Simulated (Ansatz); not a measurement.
**SiNi3 under changes of volume**

One of the cells (11.090 Å³/atom); the others are scaled copies at fixed shape and fractional positions:

```
CELL_PARAMETERS angstrom
1.29280 0.74640 7.66199
-1.29280 0.74640 7.66199
0.00000 -1.49280 7.66199
ATOMIC_POSITIONS crystal
Ni 0.25473 0.25473 0.25473
Ni 0.50000 0.50000 0.50000
Ni 0.74527 0.74527 0.74527
Si 0.00000 0.00000 0.00000
```

The cell comes from a database or a generator and needn't be the stable form of this composition.

```yaml
Program: Ansatz 0.2.0
Functional: r2SCAN
Potentials_or_basis: Ansatz PAW
Cutoff: "500 eV (not typed: the program's choice for these potentials)"
k_mesh: 12 × 12 × 12
Occupations: fermi-dirac, width 0.05 eV
Spin: collinear spin, ferromagnetic start
Starting_moments: "[1.0, 1.0, 1.0, 0.0] μB"
```

```tsv
volume (Å³/atom)	energy over the lowest point (meV/atom)	pressure (GPa)	moment (μB per cell)	largest force (eV/Å)
10.425	10.44	8.6	1.09	0.196
10.647	1.98	3.7	1.14	0.127
10.868	0.00	-0.8	1.17	0.060
11.090	3.64	-4.6	1.22	0.002
11.312	12.07	-7.6	1.29	0.058
11.534	?	?	?	?
11.756	40.41	-13.2	1.35	0.180
```

Task: What does the run at 11.534 Å³/atom give?

Result: Energy over the lowest point 24.25 meV/atom; pressure -10.5 GPa; moment 1.33 μB per cell; largest force 0.121 eV/Å.

Worked out: A Birch-Murnaghan fit of order 3 (a polynomial in V^(-2/3)) to the other rows has its minimum at 10.83 Å³/atom with B0 = V·E''(V) = 202 GPa and B' = 6.7 at fixed shape and positions, which overstates the stiffness. It gives 24.52 meV/atom at 11.534 Å³/atom, against the run's 24.25, and -dE/dV = -10.3 GPa, against -10.5. A parabola through the other rows of the moment, of slope 0.188 μB per Å³/atom there, gives 1.31 μB, against the run's 1.33.

Energies are extrapolated to zero smearing.

Caveats: the magnetic or orbital state may not be the lowest; the PAW data sets come from PBE, with cores solved anew for the run's functional, which leaves a small shift of forces and pressure.
